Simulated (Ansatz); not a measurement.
Crystal: Na2S.

```
CELL_PARAMETERS angstrom
0.00000 3.27350 3.27350
3.27350 0.00000 3.27350
3.27350 3.27350 0.00000
ATOMIC_POSITIONS crystal
S 0.00000 0.00000 0.00000
Na 0.75000 0.75000 0.75000
Na 0.25000 0.25000 0.25000
```

Base run:

* Program: Ansatz 0.2.0
* Functional: PBEsol
* Potentials or basis: Ansatz PAW
* Cutoff: 420 eV (not typed: the program's choice for these potentials)
* k mesh: 7 × 7 × 7
* Occupations: gaussian, width 0.1 eV
* Spin: no spin polarisation

Its results: band gap on the k mesh 2.36 eV, direct.

Problem. The run is repeated on the same cell with these changes: functional from PBEsol to LDA; occupations from gaussian, width 0.1 eV to fixed. What comes out?

Solution. Band gap on the k mesh 2.24 eV, direct.

Caveats: odd divisions of the mesh miss points on the zone boundary, where band edges often lie, so the gap on the mesh can be too wide.

